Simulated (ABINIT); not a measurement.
SrO:

```
CELL_PARAMETERS angstrom
0.00000 2.56630 2.56630
2.56630 0.00000 2.56630
2.56630 2.56630 0.00000
ATOMIC_POSITIONS crystal
Sr 0.50000 0.50000 0.50000
O 0.00000 0.00000 0.00000
```

Base run:

```yaml
Program: ABINIT 10.8.3 (patched build)
Functional: PBE0
Potentials_or_basis: SPMS NC PBE v1.0
Cutoff: 952 eV
k_mesh: 6 × 6 × 6
Occupations: fermi-dirac, width 0.05 eV
Spin: no spin polarisation
```

Its results: band gap on the k mesh 6.47 eV, indirect (least direct gap 6.57 eV).

The run is repeated on the same cell with these changes: share of exact exchange from 0.35 to 0.15. What comes out?

Band gap on the k mesh 4.64 eV, indirect (least direct gap 4.74 eV).

Caveats: exact exchange is summed on a coarse mesh, which widens gaps by tenths of an eV.

A k mesh can miss the band edges.
